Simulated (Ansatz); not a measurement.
Bi2Se3 and the effect of spin-orbit coupling

```yaml
crystal:
  lattice:
    - [2.07150, 1.19598, 9.54533]
    - [-2.07150, 1.19598, 9.54533]
    - [0.00000, -2.39196, 9.54533]
  atoms:
    - { symbol: Bi, position: [0.59920, 0.59920, 0.59920] }
    - { symbol: Bi, position: [0.40080, 0.40080, 0.40080] }
    - { symbol: Se, position: [0.78830, 0.78830, 0.78830] }
    - { symbol: Se, position: [0.21170, 0.21170, 0.21170] }
    - { symbol: Se, position: [0.00000, 0.00000, 0.00000] }
```

Kept alike: task band structure; functional PBEsol; k mesh 8 × 8 × 8; occupations fermi-dirac, width 0.05 eV. Program: Ansatz, Ansatz PAW, cutoff 420 eV. The mesh is that of the run's cell of 5 atoms.

```csv
spin-orbit coupling,band gap (eV)
off,0.138
on,0.263
```

Gaps are the smaller of the mesh's and the band path's. All rows use potentials made for PBE.

The band gap runs from 0.138 (off) to 0.263 eV (on). Spin-orbit coupling splits p and d bands at the edges, and the more so the heavier the atoms.

Spin-orbit coupling widens the gap of Bi2Se3 from 0.138 to 0.263 eV, whereas splitting of the p bands at ordinary band edges would normally narrow it. The increase is probably the result of band inversion. Without the coupling, the states around the gap at the zone centre are mainly Bi p in the conduction band and Se p in the valence band. The strong spin-orbit interaction of Bi pushes these states of opposite parity past each other. Away from the zone centre the inverted bands hybridise, which opens a new gap where they would otherwise cross. The two gaps therefore probably separate different band orderings, and the larger one need not be a simple enlargement of the smaller.

The result fits the known topological insulating phase of Bi2Se3, but gap sizes alone don't establish it; that would take the parities of the occupied states or an equivalent topological invariant.
